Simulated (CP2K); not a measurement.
CaO:

```
CELL_PARAMETERS angstrom
3.39914 0.00000 0.00000
1.69957 2.94374 0.00000
1.69957 0.98125 2.77539
ATOMIC_POSITIONS crystal
Ca 0.00000 0.00000 0.00000
O 0.50000 0.50000 0.50000
```

The cell is a database's computed one.

Program: CP2K 2026.2. Alike in all runs: task band structure; no spin polarisation; cell as given; k mesh 10 × 10 × 10.

Problem. Order these runs on this cell by their band gap on the k mesh, lowest first.
A. level PBEsol; potentials or basis POTENTIAL_UZH Ca GTH-PBE-q10, O GTH-PBE-q6; TZVP-MOLOPT-PBE-GTH basis; smearing fermi-dirac 0.01 eV; NGRIDS 5; bands added on the path 6; CUTOFF of the grids 600 Ry
B. level r2SCAN; potentials or basis POTENTIAL_UZH Ca GTH-SCAN-q10, O GTH-SCAN-q6; TZVP-MOLOPT-SCAN-GTH basis; smearing fermi-dirac 0.1 eV; NGRIDS 4; bands added on the path 4; CUTOFF of the grids 850 Ry
C. level TB-mBJ; potentials or basis POTENTIAL_UZH Ca GTH-PBE-q10, O GTH-PBE-q6; TZVP-MOLOPT-PBE-GTH basis; smearing fermi-dirac 0.01 eV; NGRIDS 5; bands added on the path 4; CUTOFF of the grids 850 Ry

Solution. A (3.70 eV), C (4.02 eV), B (4.23 eV).

Caveats: the basis of atomic orbitals isn't converged, which shifts pressures, moduli and gaps; this is a model potential without an energy functional, so only levels have meaning (some runs).

Runs at the PBE level aren't shown here.
